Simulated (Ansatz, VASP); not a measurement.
## One calculation of BN, two programs

INCAR

```
SYSTEM = BN
  PREC = Accurate
  ENCUT = 520
  EDIFF = 1E-8
  ISMEAR = -1
  SIGMA = 0.05
  LREAL = .FALSE.
  LASPH = .TRUE.
  NELM = 100
  ALGO = Normal
  ISIF = 2
  LWAVE = .FALSE.
  LCHARG = .FALSE.
  GGA = PE
  LEFG = .TRUE.
  NBANDS = 11
```

The input KPOINTS:

```
Automatic mesh
0
G
  13 13 13
  0 0 0
```

File POSCAR:

```
BN
1.0
    0.0000000000      1.8130010000      1.8130010000
    1.8130010000      0.0000000000      1.8130010000
    1.8130010000      1.8130010000      0.0000000000
N B
1 1
Direct
    0.2500000000      0.2500000000      0.2500000000
    0.0000000000      0.0000000000      0.0000000000
```

Contents of input.yaml:

```yaml
crystal:
  lattice:
    - [0.0, 1.813001, 1.813001]
    - [1.813001, 0.0, 1.813001]
    - [1.813001, 1.813001, 0.0]
  atoms:
    - { symbol: "N", position: [0.25, 0.25, 0.25] }
    - { symbol: B, position: [0.0, 0.0, 0.0] }
kpoints:
  mp_grid: { grid: [13, 13, 13] }
scf:
  occupations: { method: fermi_dirac, width: 0.05 }
hamiltonian:
  xc: pbe
  pseudopotentials: { kind: all_electron, datasets: crystal }
output:
  forces: true
  stress: true
  eigenvalues: true
  efg: {}
  elf: true
  volumetric_format: npy
```

The cell is a database's computed one.

Alike in both runs: task electric field gradients; functional PBE; k mesh 13 × 13 × 13; occupations fermi-dirac, width 0.05 eV; no spin polarisation.

|  | VASP | Ansatz |
| --- | --- | --- |
| version | VASP 6.6.1 | Ansatz 0.2.0 |
| potentials or method | VASP PAW PBE potentials, release 64 (N, B) | all-electron PAW datasets made for the crystal |
| plane-wave cutoff (eV) | 520 | see its input |

```csv
,VASP,Ansatz,Ansatz less VASP
gap on the k mesh at the Fermi level (eV),4.52,4.53,+0.008
least direct gap on the mesh (eV),8.78,8.78,+0.007
pressure (GPa),-0.2,-0.4,-0.24
Vzz of the field gradient on the site that differs most (V/Å²),0.0,0.0,0.00
```

Ansatz ran all-electron here, so the differences hold the error of VASP's frozen core and of both bases.

Caveats: an odd mesh through Γ misses points on the zone boundary, where band edges often lie. As with any semilocal functional, this PBE gap is likely too small.
